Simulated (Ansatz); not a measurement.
MnSb:

```xyz
4
Lattice="4.1500 0.0000 0.0000 -2.0750 3.5940 0.0000 0.0000 0.0000 5.7800" Properties=species:S:1:pos:R:3 pbc="T T T"
Sb    2.0750    1.1980    4.3350
Sb    0.0000    2.3960    1.4450
Mn    0.0000    0.0000    2.8900
Mn    0.0000    0.0000    0.0000
```

- Program: Ansatz 0.2.0
- Task: single point
- Functional: PBE
- Potentials or basis: Ansatz PAW
- Cutoff: 420 eV (not typed: the program's choice for these potentials)
- k mesh: 7 × 7 × 5
- Occupations: fermi-dirac, width 0.05 eV
- Spin: collinear spin, ferromagnetic start
- Starting moments: [0.0, 0.0, 4.0, 4.0] μB

On this cell: pressure -3.2 GPa; largest force under 0.003 eV/Å; net moment 6.71 μB per cell; site moments Sb -0.12; Mn +3.44 μB; band gap on the k mesh none (metal or under the smearing width).

The same run follows on a disturbed copy (atoms moved at random, drawn with an rms of 0.05 Å):

```xyz
4
Lattice="4.1500 0.0000 0.0000 -2.0750 3.5940 0.0000 0.0000 0.0000 5.7800" Properties=species:S:1:pos:R:3 pbc="T T T"
Sb    2.0727    1.1765    4.3770
Sb    0.0299    2.4259    1.4240
Mn   -0.0265   -0.0084    2.9220
Mn   -0.0693   -0.0006   -0.0271
```

Q: What does the disturbed cell give?

A: The energy (extrapolated to zero smearing) moves by +10.3 meV/atom; pressure -3.0 GPa; largest force 0.542 eV/Å; net moment 6.68 μB per cell; site moments Sb -0.11, -0.12; Mn +3.47, +3.34 μB; band gap on the k mesh none (metal or under the smearing width).

Forces in eV/Å, atoms in the order of the input:
```
Sb  -0.266  0.122 -0.185
Sb  -0.413 -0.204  0.123
Mn   0.208  0.056 -0.206
Mn   0.471  0.026  0.268
```

Stress tensor (GPa, compression positive):
```
-2.30  0.13  0.02
 0.13 -3.11 -0.14
 0.02 -0.14 -3.70
```

Caveats: only a ferromagnetic start was run, and an antiferromagnetic order may lie lower in energy.
